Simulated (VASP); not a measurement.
# Co (P-3m1) in VASP: notebook, part 2 of 2

VASP 6.6.1. Earlier steps stand in the parts before.

### 3 Single point, LDA, collinear spin, ferromagnetic start

INCAR

```
SYSTEM = Co
ADDGRID = .FALSE.
ALGO = Normal
EDIFF = 1E-4
ENCUT = 460
GGA = CA
ISIF = 2
ISMEAR = -1
ISPIN = 2
LASPH = .TRUE.
LCHARG = .FALSE.
LMAXMIX = 4
LORBIT = 11
LREAL = Auto
LWAVE = .FALSE.
MAGMOM = 2 2
NBANDS = 20
NELM = 100
PREC = Normal
SIGMA = 0.1
```

KPOINTS

```
k-points
0
G
  7 7 4
  0 0 0
```

POSCAR

```
Co
1.0
    2.4873648738      0.0000000000      0.0000000000
   -1.2436824369      2.1541211692      0.0000000000
    0.0000000000      0.0000000000      4.0632895034
Co
2
Direct
    0.3333333333      0.6666666667      0.7401390000
    0.6666666667      0.3333333333      0.2598610000
```

Potentials or basis: VASP PAW LDA potentials, release 64 (Co).

The run is started by

```console
> cat potpaw_LDA.64/Co/POTCAR > POTCAR
> mpirun -np 1 vasp_std > vasp.out
```

Run time: 13 s. Hardware: 1 thread of Intel Xeon Platinum 8488C (Sapphire Rapids), shared host; peak memory 0.12 GiB.

These settings aren't checked as converged: the numbers below hold their error.

What came out:

* Free energy: -16.1219 eV
* Pressure: -18.7 GPa
* Largest force: 0.444 eV/Å
* Band gap on the k mesh: none (metal or under the smearing width)
* Net moment: 3.03 μB per cell
* Site moments: Co +1.52 μB
* Valence electrons inside the program's atomic spheres: Co 8.28

Caveat: the k mesh is coarse (spacing up to 0.42 Å⁻¹), so the values aren't converged.

### 4 Single point, LDA, collinear spin, ferromagnetic start

INCAR is that of step 3.

KPOINTS is that of step 3.

POSCAR

```
Co
1.0
    2.4873648738      0.0000000000      0.0000000000
   -1.2436824369      2.1541211692      0.0000000000
    0.0000000000      0.0000000000      4.0632895034
Co
2
Direct
    0.3275520000      0.6759820000      0.7288160000
    0.6891290000      0.3188900000      0.2643300000
```

Potentials or basis: VASP PAW LDA potentials, release 64 (Co).

The run is started by

```console
> cat potpaw_LDA.64/Co/POTCAR > POTCAR
> mpirun -np 1 vasp_std > vasp.out
```

OUTCAR:

```text
SYSTEM = Co
   EDIFF = 1E-4
   ENCUT = 460
   GGA = CA
   ISIF = 2
   ISMEAR = -1
   ISPIN = 2
   LASPH = .TRUE.
   LORBIT = 11
   LREAL = Auto
   NELM = 100
   PREC = Normal

 Found     99 irreducible k-points:

 Following reciprocal coordinates:
            Coordinates               Weight
  0.000000  0.000000  0.000000      1.000000
  0.142857  0.000000  0.000000      2.000000
  0.000000  0.142857  0.000000      2.000000
 -0.142857  0.142857  0.000000      2.000000
  0.285714  0.000000  0.000000      2.000000
  0.000000  0.285714  0.000000      2.000000
   k-points           NKPTS =     99   k-points in BZ     NKDIM =     99   number of bands    NBANDS=     20
   number of dos      NEDOS =    301   number of ions     NIONS =      2
   total plane-waves  NPLWV =   4704
   dimension x,y,z NGX =    14 NGY =   14 NGZ =   24
   dimension x,y,z NGXF=    28 NGYF=   28 NGZF=   48
   ions per type =               2
   NGX,Y,Z   is equivalent  to a cutoff of   9.36,  9.36,  9.82 a.u.
   NGXF,Y,Z  is equivalent  to a cutoff of  18.71, 18.71, 19.64 a.u.
 SYSTEM =  Co
   PREC   = normal    normal or accurate (medium, high low for compatibility)
   ISTART =      0    job   : 0-new  1-cont  2-samecut
[... 343 lines left out ...]

 [... further k-points ...]

------------------------ aborting loop because EDIFF is reached ----------------------------------------

  FORCE on cell =-STRESS in cart. coord.  units (eV):
  Direction    XX          YY          ZZ          XY          YZ          ZX
  --------------------------------------------------------------------------------------
  -------------------------------------------------------------------------------------
  Total       -2.4113713     -2.1827045     -2.2545381      0.2186713     -0.0957990      0.1926842
  in kB     -177.4546034   -160.6268484   -165.9131383     16.0921817     -7.0499208     14.1797737
  external PRESSURE =    -167.9981967 kB  Pullay stress =       0.0000000 kB

 VOLUME and BASIS-vectors are now :
 -----------------------------------------------------------------------------
  energy-cutoff  :      460.00
  volume of cell :       21.77
      direct lattice vectors                 reciprocal lattice vectors
     2.487364874  0.000000000  0.000000000     0.402031889  0.232113220  0.000000000
    -1.243682437  2.154121169  0.000000000     0.000000000  0.464226439  0.000000000
     0.000000000  0.000000000  4.063289503     0.000000000  0.000000000  0.246106018

 POSITION                                       TOTAL-FORCE (eV/Angst)
 -----------------------------------------------------------------------------------
     -0.02597      1.45615      2.96139         0.232198     -0.118903      0.900762
      1.31752      0.68693      1.07405        -0.232198      0.118903     -0.900762
 -----------------------------------------------------------------------------------
    total drift:                               -0.000170      0.000043      0.000028

  FREE ENERGIE OF THE ION-ELECTRON SYSTEM (eV)
  ---------------------------------------------------
  free  energy   TOTEN  =       -16.0651594491 eV

  energy  without entropy=      -15.9920889207  energy(sigma->0) =      -16.02862418

 total charge

# of ion       s       p       d       tot
------------------------------------------
    1        0.492   0.519   7.289   8.300
    2        0.492   0.519   7.289   8.300
--------------------------------------------------
tot          0.984   1.038  14.578  16.600

 magnetization (x)

# of ion       s       p       d       tot
------------------------------------------
    1       -0.012  -0.035   1.562   1.515
    2       -0.012  -0.035   1.562   1.515
--------------------------------------------------
tot         -0.025  -0.069   3.124   3.030
```

OSZICAR:

```text
N       E                     dE             d eps       ncg     rms          rms(c)
DAV:   1     0.788226178499E+02    0.78823E+02   -0.73114E+03  8428   0.110E+03
DAV:   2    -0.140270575412E+02   -0.92850E+02   -0.83320E+02  8048   0.207E+02
DAV:   3    -0.183436325635E+02   -0.43166E+01   -0.41475E+01  8936   0.547E+01
DAV:   4    -0.184102186379E+02   -0.66586E-01   -0.66536E-01  9840   0.600E+00
DAV:   5    -0.184121147032E+02   -0.18961E-02   -0.18960E-02  9172   0.950E-01    0.154E+01
DAV:   6    -0.166177260322E+02    0.17944E+01   -0.79614E+00  8916   0.592E+01    0.768E+00
DAV:   7    -0.161092985214E+02    0.50843E+00   -0.13831E+00  9012   0.225E+01    0.376E+00
DAV:   8    -0.160809638881E+02    0.28335E-01   -0.16475E-02 11884   0.133E+00    0.165E+00
DAV:   9    -0.160668378485E+02    0.14126E-01   -0.22403E-03 13720   0.818E-01    0.456E-01
DAV:  10    -0.160652324634E+02    0.16054E-02   -0.39060E-04  8920   0.214E-01    0.979E-02
DAV:  11    -0.160651594491E+02    0.73014E-04   -0.54274E-05  5544   0.770E-02
   1 F= -.16065159E+02 E0= -.16028624E+02  d E =-.730705E-01  mag=     3.0279
```

stdout:

```text
POSCAR found type information on POSCAR Co
 POSCAR found :  1 types and       2 ions
 scaLAPACK will be used
 -----------------------------------------------------------------------------
|                                                                             |
|                                                                             |
|     You have a (more or less) 'small supercell' and for smaller cells       |
|     it is recommended to use the reciprocal-space projection scheme!        |
|     The real-space optimization is not efficient for small cells and it     |
|     is also less accurate ...                                               |
|     Therefore, set LREAL=.FALSE. in the INCAR file.                         |
|                                                                             |
 -----------------------------------------------------------------------------

 LDA part: xc-table for (Slater(with rela. corr.)+CA(PZ))
 , standard interpolation
 POSCAR, INCAR and KPOINTS ok, starting setup
 FFT: planning ... GRIDC
 FFT: planning ... GRID_SOFT
 FFT: planning ... GRID
 WAVECAR not read
 entering main loop
```

Run time: 32 s. Hardware: 1 thread of Intel Xeon Platinum 8488C (Sapphire Rapids), shared host; peak memory 0.15 GiB.

These settings aren't checked as converged: the numbers below hold their error.

What came out:

| Quantity | Value |
| --- | --- |
| Free energy | -16.0652 eV |
| Pressure | -16.8 GPa |
| Largest force | 0.938 eV/Å |
| Band gap on the k mesh | none (metal or under the smearing width) |
| Net moment | 3.03 μB per cell |
| Site moments | Co +1.51 μB |
| Valence electrons inside the program's atomic spheres | Co 8.30 |

Caveat: the k mesh is coarse (spacing up to 0.42 Å⁻¹), so the values aren't converged.

### 5 Single point, LDA, collinear spin, ferromagnetic start

INCAR

```
SYSTEM = Co
ADDGRID = .FALSE.
ALGO = Normal
EDIFF = 1E-6
ENCUT = 520
GGA = CA
ISIF = 2
ISMEAR = -1
ISPIN = 2
LASPH = .TRUE.
LCHARG = .FALSE.
LMAXMIX = 4
LORBIT = 11
LREAL = .FALSE.
LWAVE = .FALSE.
MAGMOM = 2 2
NBANDS = 20
NELM = 100
PREC = Accurate
SIGMA = 0.1
```

KPOINTS is that of step 4.

POSCAR

```
Co
1.0
    2.4873648738      0.0000000000      0.0000000000
   -1.2436824369      2.1541211692      0.0000000000
    0.0000000000      0.0000000000      4.0632895034
Co
2
Direct
    0.3333333333      0.6666666667      0.7401390000
    0.6666666667      0.3333333333      0.2598610000
```

Potentials or basis: VASP PAW LDA potentials, release 64 (Co).

The run is started by

```console
> cat potpaw_LDA.64/Co/POTCAR > POTCAR
> mpirun -np 1 vasp_std > vasp.out
```

OUTCAR:

```text
SYSTEM = Co
   EDIFF = 1E-6
   ENCUT = 520
   GGA = CA
   ISIF = 2
   ISMEAR = -1
   ISPIN = 2
   LASPH = .TRUE.
   LORBIT = 11
   LREAL = .FALSE.
   NELM = 100
   PREC = Accurate

 Found     28 irreducible k-points:

 Following reciprocal coordinates:
            Coordinates               Weight
  0.000000  0.000000  0.000000      1.000000
  0.142857  0.000000  0.000000      6.000000
  0.285714  0.000000  0.000000      6.000000
  0.428571  0.000000  0.000000      6.000000
  0.142857  0.142857  0.000000      6.000000
  0.285714  0.142857  0.000000     12.000000
   k-points           NKPTS =     28   k-points in BZ     NKDIM =     28   number of bands    NBANDS=     20
   number of dos      NEDOS =    301   number of ions     NIONS =      2
   total plane-waves  NPLWV =   9720
   dimension x,y,z NGX =    18 NGY =   18 NGZ =   30
   dimension x,y,z NGXF=    36 NGYF=   36 NGZF=   60
[... 366 lines left out ...]
      direct lattice vectors                 reciprocal lattice vectors
     2.487364874  0.000000000  0.000000000     0.402031889  0.232113220  0.000000000
    -1.243682437  2.154121169  0.000000000     0.000000000  0.464226439  0.000000000
     0.000000000  0.000000000  4.063289503     0.000000000  0.000000000  0.246106018

 POSITION                                       TOTAL-FORCE (eV/Angst)
 -----------------------------------------------------------------------------------
     -0.00000      1.43608      3.00740         0.000000      0.000000      0.441850
      1.24368      0.71804      1.05589         0.000000     -0.000000     -0.441850
 -----------------------------------------------------------------------------------
    total drift:                                0.000000     -0.000000     -0.000000

  FREE ENERGIE OF THE ION-ELECTRON SYSTEM (eV)
  ---------------------------------------------------
  free  energy   TOTEN  =       -16.1196288114 eV

  energy  without entropy=      -16.0452519131  energy(sigma->0) =      -16.08244036

 total charge

# of ion       s       p       d       tot
------------------------------------------
    1        0.488   0.513   7.283   8.283
    2        0.488   0.513   7.283   8.283
--------------------------------------------------
tot          0.975   1.026  14.565  16.567

 magnetization (x)

# of ion       s       p       d       tot
------------------------------------------
    1       -0.012  -0.034   1.564   1.517
    2       -0.012  -0.034   1.564   1.517
--------------------------------------------------
tot         -0.025  -0.069   3.127   3.034
```

stdout:

```text
POSCAR found type information on POSCAR Co
 POSCAR found :  1 types and       2 ions
 scaLAPACK will be used
 LDA part: xc-table for (Slater(with rela. corr.)+CA(PZ))
 , standard interpolation
 POSCAR, INCAR and KPOINTS ok, starting setup
 FFT: planning ... GRIDC
 FFT: planning ... GRID_SOFT
 FFT: planning ... GRID
 WAVECAR not read
 entering main loop
```

Run time: 15 s. Hardware: 1 thread of Intel Xeon Platinum 8488C (Sapphire Rapids), shared host; peak memory 0.13 GiB.

The run converged, but some of its settings lie outside the range that counts as converged, so its numbers aren't taken as properties of the crystal.

Results:

```yaml
Free_energy: -16.1196 eV
Pressure: -18.8 GPa
Largest_force: 0.442 eV/Å
Band_gap_on_the_k_mesh: none (metal or under the smearing width)
Net_moment: 3.03 μB per cell
Site_moments: Co +1.52 μB
Valence_electrons_inside_the_program's_atomic_spheres: Co 8.28
```

Caveat: the k mesh is coarse (spacing up to 0.42 Å⁻¹), so the values aren't converged.

### 6 For comparison

An earlier run on the cell as given: functional PBE; potentials or basis VASP PAW PBE potentials, release 64 (Co); cutoff 520 eV; k mesh 12 × 12 × 7; occupations fermi-dirac, width 0.05 eV; collinear spin, ferromagnetic start; starting moments [2.0, 2.0] μB.

- Pressure: 0.0 GPa
- Largest force: 0.481 eV/Å
- Band gap on the k mesh: none (metal or under the smearing width)
- Net moment: 3.26 μB per cell
- Site moments: Co +1.65 μB
- Valence electrons inside the program's atomic spheres: Co 8.27
